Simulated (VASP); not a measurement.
A run of VASP 6.6.1:

The input INCAR:

```
SYSTEM = BN
ALGO     = Fast           ! electronic algorithm
EDIFF    = 1E-7           ! SCF threshold, eV
EDIFFG   = -0.01          ! ionic threshold
ENCUT    = 600            ! plane-wave cutoff, eV
GGA      = CA             ! functional
IBRION   = 2              ! ionic algorithm
ISIF     = 2              ! what is computed and relaxed
ISMEAR   = 0              ! smearing method
LASPH    = .True.         ! aspherical terms in the spheres
LCHARG   = .False.        ! write CHGCAR
LREAL    = .False.        ! projectors in reciprocal space
LWAVE    = .False.        ! write WAVECAR
NELM     = 80             ! most SCF steps
NSW      = 40             ! ionic steps
PREC     = Accurate       ! precision mode
SIGMA    = 0.03           ! smearing width, eV
```

File KPOINTS:

```
k-points
0
Gamma
  14 14 14
  0 0 0
```

File POSCAR:

```
BN                                      
1.0
    0.0000000000      1.7547964373      1.7547964373
    1.7547964373      0.0000000000      1.7547964373
    1.7547964373      1.7547964373      0.0000000000
  B               N             
     1     1
Direct
     0.0000000000000000    0.0000000000000000    0.0000000000000000
     0.2500000000000000    0.2500000000000000    0.2500000000000000
```

Potentials or basis: VASP PAW LDA potentials, release 64 (B, N).

Launch:

```bash
$ cat potpaw_LDA.64/B/POTCAR potpaw_LDA.64/N/POTCAR > POTCAR
$ mpirun -np 1 vasp_std > vasp.out
```

Hardware: 1 thread of Intel(R) Xeon(R) Platinum 8488C (Sapphire Rapids) (shared host).

Problem. Estimate the wall time of this run.

Solution. Run time: 7.1 s on 1 thread of Intel(R) Xeon(R) Platinum 8488C (Sapphire Rapids), on a shared host, peak memory 0.12 GiB. Counts: scf iterations 14, k points 104, ion steps 1.
